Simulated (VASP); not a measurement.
# NaF (Fm-3m) in VASP: a series of runs

Runs on NaF. Level: PBE. Tasks: relaxation of cell and atoms, electrostatic potential.

All numbers are computed with VASP 6.6.1; they aren't measurements. Logs are shortened: lines on timing, memory, paths and dates and some standing lists are left out, and cuts for length are marked.

### 1 Starting point

Symmetry: Fm-3m, No. 225, cubic system. The conventional cell has a = 4.630 Å, b = 4.630 Å, c = 4.630 Å, α = 90.00°, β = 90.00°, γ = 90.00°. Na (site symmetry m-3m) has 6 F at 2.31 Å as nearest neighbours. F (site symmetry m-3m) is surrounded by 6 Na at 2.31 Å.

The cell was built by a generator and needn't be a form met in nature.

### 2 Relaxation of cell and atoms, PBE

INCAR

```
SYSTEM = NaF
ALGO = Normal ; EDIFF = 1E-6
EDIFFG = -0.005 ; ENCUT = 700
GGA = PE ; IBRION = 2
ISIF = 3 ; ISMEAR = 0
LASPH = .True. ; LCHARG = .False.
LREAL = .False. ; LWAVE = .False.
NELM = 120 ; NSW = 40
PREC = Accurate ; SIGMA = 0.02
```

KPOINTS

```
k-points
0
Gamma
  10 10 10
  0 0 0
```

POSCAR

```
NaF
1.0
    0.0000000000      2.3150000000      2.3150000000
    2.3150000000      0.0000000000      2.3150000000
    2.3150000000      2.3150000000      0.0000000000
Na F
1 1
Direct
    0.0000000000      0.0000000000      0.0000000000
    0.5000000000      0.5000000000      0.5000000000
```

Potentials or basis: VASP PAW PBE potentials, release 64 (Na_pv, F).

Started as:

```console
$ cat potpaw_PBE.64/Na_pv/POTCAR potpaw_PBE.64/F/POTCAR > POTCAR
$ mpirun -np 1 vasp_std > vasp.out
```

OUTCAR:

```text
SYSTEM = NaF
   EDIFF = 1E-6
   EDIFFG = -0.005
   ENCUT = 700
   GGA = PE
   IBRION = 2
   ISIF = 3
   ISMEAR = 0
   LASPH = .True.
   LREAL = .False.
   NELM = 120
   NSW = 40
   PREC = Accurate

 ion  position               nearest neighbor table
   1  0.000  0.000  0.000-   2 2.31   2 2.31   2 2.31   2 2.31   2 2.31   2 2.31
   2  0.500  0.500  0.500-   1 2.31   1 2.31   1 2.31   1 2.31   1 2.31   1 2.31

  LATTYP: Found a face centered cubic cell.
 ALAT       =     4.6300000000

  Lattice vectors:

 A1 = (   0.0000000000,   2.3150000000,   2.3150000000)
 A2 = (   2.3150000000,   0.0000000000,   2.3150000000)
 A3 = (   2.3150000000,   2.3150000000,   0.0000000000)

Analysis of symmetry for initial positions (statically):
=====================================================================
 Subroutine PRICEL returns:
 Original cell was already a primitive cell.

 Routine SETGRP: Setting up the symmetry group for a
 face centered cubic supercell.

 Subroutine GETGRP returns: Found 48 space group operations
 (whereof 48 operations were pure point group operations)
 out of a pool of 48 trial point group operations.

The static configuration has the point symmetry O_h .

Analysis of symmetry for dynamics (positions and initial velocities):
=====================================================================
 Subroutine PRICEL returns:
 Original cell was already a primitive cell.

 Routine SETGRP: Setting up the symmetry group for a
 face centered cubic supercell.

 Subroutine GETGRP returns: Found 48 space group operations
 (whereof 48 operations were pure point group operations)
 out of a pool of 48 trial point group operations.

The dynamic configuration has the point symmetry O_h .

 Subroutine INISYM returns: Found 48 space group operations
 (whereof 48 operations are pure point group operations),
 and found     1 'primitive' translations

----------------------------------------------------------------------------------------

                                     Primitive cell

  volume of cell :      24.8132

  direct lattice vectors                    reciprocal lattice vectors
     0.000000000  2.315000000  2.315000000    -0.215982721  0.215982721  0.215982721
     2.315000000  0.000000000  2.315000000     0.215982721 -0.215982721  0.215982721
     2.315000000  2.315000000  0.000000000     0.215982721  0.215982721 -0.215982721

  length of vectors
     3.273904397  3.273904397  3.273904397     0.374093047  0.374093047  0.374093047

  position of ions in fractional coordinates (direct lattice)
     0.000000000  0.000000000  0.000000000
     0.500000000  0.500000000  0.500000000

  ion indices of the primitive-cell ions
   primitive index   ion index
                 1           1
                 2           2

----------------------------------------------------------------------------------------

 KPOINTS: k-points

Automatic generation of k-mesh.
 Grid dimensions read from file:
 generate k-points for:   10   10   10

 Generating k-lattice:

  Cartesian coordinates                     Fractional coordinates (reciprocal lattice)
    -0.021598272  0.021598272  0.021598272     0.100000000  0.000000000  0.000000000
     0.021598272 -0.021598272  0.021598272     0.000000000  0.100000000  0.000000000
     0.021598272  0.021598272 -0.021598272     0.000000000  0.000000000  0.100000000

  Length of vectors
     0.037409305  0.037409305  0.037409305

  Shift w.r.t. Gamma in fractional coordinates (k-lattice)
     0.000000000  0.000000000  0.000000000

 Subroutine IBZKPT returns following result:
 ===========================================

 Found     47 irreducible k-points:

 Following reciprocal coordinates:
            Coordinates               Weight
  0.000000  0.000000  0.000000      1.000000
  0.100000  0.000000  0.000000      8.000000
  0.200000  0.000000  0.000000      8.000000
  0.300000  0.000000  0.000000      8.000000
  0.400000  0.000000  0.000000      8.000000
  0.500000  0.000000  0.000000      4.000000
[... 16 lines left out ...]
  0.300000  0.300000  0.000000      6.000000
  0.400000  0.300000  0.000000     24.000000
 [... further k-points ...]
   k-points           NKPTS =     47   k-points in BZ     NKDIM =     47   number of bands    NBANDS=     11
   number of dos      NEDOS =    301   number of ions     NIONS =      2
   total plane-waves  NPLWV =  21952
   dimension x,y,z NGX =    28 NGY =   28 NGZ =   28
   dimension x,y,z NGXF=    56 NGYF=   56 NGZF=   56
   ions per type =               1   1
   NGX,Y,Z   is equivalent  to a cutoff of  14.22, 14.22, 14.22 a.u.
   NGXF,Y,Z  is equivalent  to a cutoff of  28.44, 28.44, 28.44 a.u.
 SYSTEM =  NaF
   PREC   = accura    normal or accurate (medium, high low for compatibility)
   ISTART =      0    job   : 0-new  1-cont  2-samecut
   ICHARG =      2    charge: 1-file 2-atom 10-const
   ISPIN  =      1    spin polarized calculation?
   LNONCOLLINEAR =      F non collinear calculations
   LSORBIT =      F    spin-orbit coupling
   LASPH  =      T    aspherical Exc in radial PAW
   ENCUT  =  700.0 eV  51.45 Ry    7.17 a.u.   7.06  7.06  7.06*2*pi/ulx,y,z
   NELM   =    120;   NELMIN=  2; NELMDL= -5     # of ELM steps
   EDIFF  = 0.1E-05   stopping-criterion for ELM
   LREAL  =      F    real-space projection
   EDIFFG = -.5E-02   stopping-criterion for IOM
   NSW    =     40    number of steps for IOM
   IBRION =      2    ionic relax: 0-MD 1-quasi-New 2-CG
   NFREE  =      1    steps in history (QN), initial steepest desc. (CG)
   ISIF   =      3    stress and relaxation
   ISYM   =      2    0-nonsym 1-usesym 2-fastsym
   POTIM  = 0.5000    time-step for ionic-motion
   TEBEG  =    0.0;   TEEND  =   0.0 temperature during run
   PSTRESS=    0.0 pullay stress
   NELECT =      14.0000    total number of electrons
   NUPDOWN=      -1.0000    fix difference up-down
   EMIN   =  10.00;   EMAX   =-10.00  energy-range for DOS
   EFERMI =   0.00;   METHOD = LEGACY
   ISMEAR =     0;   SIGMA  =   0.02  broadening in eV -4-tet -1-fermi 0-gaus
   EFERMI_NEDOS =   21; number of points for ismear=-14 and -15
   IALGO  =     38    algorithm
   IMIX   =      4    mixing-type and parameters
     AMIX     =   0.40;   BMIX     =  1.00
     AMIX_MAG =   1.60;   BMIX_MAG =  1.00
  volume/ion in A,a.u.               =      12.41        83.72
  Fermi-wavevector in a.u.,A,eV,Ry     =   1.352768  2.556360 24.898391  1.829980
  Thomas-Fermi vector in A             =   2.480079
   LORBIT       =      0    0 simple, 1 ext, 2 COOP (PROOUT), +10 PAW based schemes
   GGA     = PE    functional components
   LHFCALC =     F    Hartree Fock is set to
   AEXX    =    0.0000 exact exchange contribution
   IVDW    =     0    specifies the selected vdW correction
   LEPSILON=     F    determine dielectric tensor
   LRPA    =     F    only Hartree local field effects (RPA)
 conjugate gradient relaxation of ions
 non-spin polarized calculation
 Gauss-broadening in eV      SIGMA  =   0.02
  energy-cutoff  :      700.00
  volume of cell :       24.81
 maximum number of plane-waves:      1056
   NGX = 15   NGY = 15   NGZ = 15

--------------------------------------- Ionic step        1  -------------------------------------------

 number of electron      14.0000006 magnetization

 Free energy of the ion-electron system (eV)
  ---------------------------------------------------
  ext. energy  EPLUGINS =         0.00000000
  ---------------------------------------------------
  free energy    TOTEN  =        -8.56483358 eV

  energy without entropy =       -8.56483358  energy(sigma->0) =       -8.56483358

------------------------ aborting loop because EDIFF is reached ----------------------------------------

  FORCE on cell =-STRESS in cart. coord.  units (eV):
  Direction    XX          YY          ZZ          XY          YZ          ZX
  --------------------------------------------------------------------------------------
  -------------------------------------------------------------------------------------
  Total        0.3090914      0.3090914      0.3090914      0.0000000     -0.0000000      0.0000000
  in kB       19.9578843     19.9578843     19.9578843      0.0000000     -0.0000000      0.0000000
  external PRESSURE =      19.9578843 kB  Pullay stress =       0.0000000 kB
[... 93 lines left out ...]
  energy  without entropy=       -8.5706811104  energy(sigma->0) =       -8.57068111

--------------------------------------- Ionic step        4  -------------------------------------------

 number of electron      14.0000004 magnetization

 Free energy of the ion-electron system (eV)
  ---------------------------------------------------
  ext. energy  EPLUGINS =         0.00000000
  ---------------------------------------------------
  free energy    TOTEN  =        -8.57079720 eV

  energy without entropy =       -8.57079720  energy(sigma->0) =       -8.57079720

 E-fermi :  -2.0695     XC(G=0):  -8.9830

 val. band max:       -2.2411926213   @ k =   0.0000   0.0000   0.0000
 cond. band min:       3.8742873284   @ k =   0.0000   0.0000   0.0000
 fundamental gap:      6.1154799498
 Fermi energy:        -2.0694728700

 k-point     1 :       0.0000    0.0000    0.0000
  band No.  band energies     occupation
      1     -21.3540      2.00000
      2     -21.2937      2.00000
      3     -21.2937      2.00000
      4     -21.2937      2.00000
      5      -2.2412      2.00000
      6      -2.2412      2.00000
      7      -2.2412      2.00000
      8       3.8743      0.00000
      9      16.4837      0.00000
     10      16.4837      0.00000
     11      16.4837      0.00000
[... 309 lines left out ...]
 k-point    24 :       0.4000    0.3000    0.0000
  band No.  band energies     occupation
      1     -21.6846      2.00000
      2     -21.3357      2.00000
      3     -21.3289      2.00000
      4     -20.8495      2.00000
      5      -3.3601      2.00000
      6      -2.6057      2.00000
      7      -2.5527      2.00000
      8       8.0582      0.00000
      9      11.4612      0.00000
     10      14.1238      0.00000
     11      16.9450      0.00000

 [... further k-points ...]

------------------------ aborting loop because EDIFF is reached ----------------------------------------

  FORCE on cell =-STRESS in cart. coord.  units (eV):
  Direction    XX          YY          ZZ          XY          YZ          ZX
  --------------------------------------------------------------------------------------
  -------------------------------------------------------------------------------------
  Total        0.0012882      0.0012882      0.0012882      0.0000000      0.0000000      0.0000000
  in kB        0.0800362      0.0800362      0.0800362      0.0000000      0.0000000      0.0000000
  external PRESSURE =       0.0800362 kB  Pullay stress =       0.0000000 kB
[... 17 lines left out ...]
  FREE ENERGIE OF THE ION-ELECTRON SYSTEM (eV)
  ---------------------------------------------------
  free  energy   TOTEN  =        -8.5707972043 eV

  energy  without entropy=       -8.5707972043  energy(sigma->0) =       -8.57079720

 reached required accuracy - stopping structural energy minimisation
```

Wall time 36 s (1 thread of Intel Xeon Platinum 8259CL at 2.50GHz (Skylake/Cascade Lake), shared host); peak memory 0.16 GiB.

What came out:

```
Free energy                            : -8.5708 eV
Relaxed volume                         : 12.89 Å³/atom
Relaxed cell                           : a = 3.316 Å, b = 3.316 Å, c = 3.316 Å, α = 60.00°, β = 60.00°, γ = 60.00°
Space group after relaxing (to 0.05 Å) : Fm-3m (No. 225)
Energy gained by relaxing              : 3.0 meV/atom
Ionic steps                            : 4
Pressure after relaxing                : 0.0 GPa
Band gap on the k mesh                 : 6.12 eV, direct
```

The path:
| step | energy change (eV) | largest force (eV/Å) | pressure (GPa) | volume (Å³) |
| --- | --- | --- | --- | --- |
| 1 | 0.0000 | 0.0000 | 2.00 | 24.81 |
| 2 | -0.0049 | 0.0000 | 0.75 | 25.37 |
| 3 | -0.0058 | 0.0000 | 0.23 | 25.66 |
| 4 | -0.0060 | 0.0000 | 0.01 | 25.79 |

Final structure:
```cif
data_structure
_symmetry_space_group_name_H-M 'P 1'
_symmetry_Int_Tables_number 1
_cell_length_a 3.3162
_cell_length_b 3.3162
_cell_length_c 3.3162
_cell_angle_alpha 60.000
_cell_angle_beta 60.000
_cell_angle_gamma 60.000
_cell_volume 25.79
loop_
_atom_site_label
_atom_site_type_symbol
_atom_site_fract_x
_atom_site_fract_y
_atom_site_fract_z
_atom_site_occupancy
Na1 Na 0.00000 0.00000 0.00000 1
F1 F 0.50000 0.50000 0.50000 1
```

### 3 Electrostatic potential, PBE

This run uses another cell than the first one, of 12.89 Å³/atom, 1.039 times its volume.

INCAR

```
ALGO = Normal
EDIFF = 1E-6
ENCUT = 700
GGA = PE
ISIF = 2
ISMEAR = 0
LASPH = T
LCHARG = T
LREAL = F
LVHAR = T
LWAVE = F
NELM = 100
PREC = Accurate
SIGMA = 0.02
```

KPOINTS

```
k-points
0
Gamma
  10 10 10
```

POSCAR

```
NaF                                     
1.0
    0.0000000000      2.3449226185      2.3449226185
    2.3449226185     -0.0000000000      2.3449226185
    2.3449226185      2.3449226185     -0.0000000000
  Na              F             
     1     1
Direct
     1.0000000000000000    0.0000000000000000    0.0000000000000000
     0.5000000000000000    0.5000000000000000    0.5000000000000000
```

Potentials or basis: VASP PAW PBE potentials, release 64 (Na_pv, F).

Started as:

```console
$ cat potpaw_PBE.64/Na_pv/POTCAR potpaw_PBE.64/F/POTCAR > POTCAR
$ mpirun -np 1 vasp_std > vasp.out
```

Wall time 17 s (1 thread of Intel Xeon Platinum 8259CL at 2.50GHz (Skylake/Cascade Lake), shared host); peak memory 0.16 GiB.

Results (log left out):

```yaml
Free_energy: -8.5732 eV
Pressure: 0.0 GPa
Band_gap_on_the_k_mesh: 6.12 eV, direct
```

Levels at points of the mesh, in eV from the valence-band top:
| k point | band 3 | band 4 | band 5 | band 6 | band 7 | band 8 | band 9 | band 10 | band 11 |
| --- | --- | --- | --- | --- | --- | --- | --- | --- | --- |
| (0.00, 0.00, 0.00) | -19.05 | -19.05 | 0.00 | 0.00 | 0.00 | 6.12 | 18.73 | 18.73 | 18.73 |
| (0.50, 0.00, 0.00) | -19.06 | -18.26 | -1.51 | -0.24 | -0.24 | 10.57 | 12.17 | 19.73 | 19.73 |
| (0.50, 0.50, 0.00) | -19.10 | -18.88 | -1.22 | -0.39 | -0.39 | 12.86 | 13.19 | 13.26 | 19.31 |
